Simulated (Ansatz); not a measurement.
Runs of Ansatz 0.2.0 on TiSi2. It takes space group Fddd (No. 70, orthorhombic). The conventional cell has a = 4.779 Å, b = 8.235 Å, c = 8.526 Å, α = 90.00°, β = 90.00°, γ = 90.00°. Around Ti (site symmetry 222) lie 10 Si at 2.55 to 2.78 Å. Si (site symmetry 2) has 5 Si at 2.52 to 2.79 Å and 5 Ti at 2.55 to 2.78 Å as nearest neighbours. The cell is a database's computed one.

```tsv
task	level	cell	smearing	gap on the mesh (eV)	pressure (GPa)	relaxed volume (Å³/atom)
relaxation of cell and atoms	BLYP+D4	relaxed	fermi-dirac 0.05 eV	none	0.0	(b)
relaxation of cell and atoms	PBEsol	relaxed	fermi-dirac 0.05 eV	none	0.0	(a)
single point	PBE	as given	gaussian 0.011 eV	none	2.1	-
relaxation of cell and atoms	revPBE+D3(BJ)	relaxed	fermi-dirac 0.05 eV	none	0.0	13.19
relaxation of cell and atoms	revPBE+D4	relaxed	fermi-dirac 0.05 eV	none	0.0	13.59
```

Alike in all rows: potentials or basis Ansatz PAW; no spin polarisation; k mesh 7 × 7 × 7; cutoff (eV) 420.

Problem. Fill in the values left out.

Solution. (a) 13.78; (b) 13.99.

Caveats: the plane-wave basis is chosen anew once the cell has moved, so the energies of steps on either side of that aren't comparable (some runs); the PAW data sets come from PBE, with cores solved anew for the run's functional, which leaves a small shift of forces and pressure (some runs); the potentials were made for another functional, which shifts forces and pressure (some runs); pairwise dispersion overbinds metals, which lowers pressure and volume (some runs).

A k mesh can miss the band edges.

A gap of «none» marks a metal or a gap under the smearing width.

Not every run made on this cell is shown here.
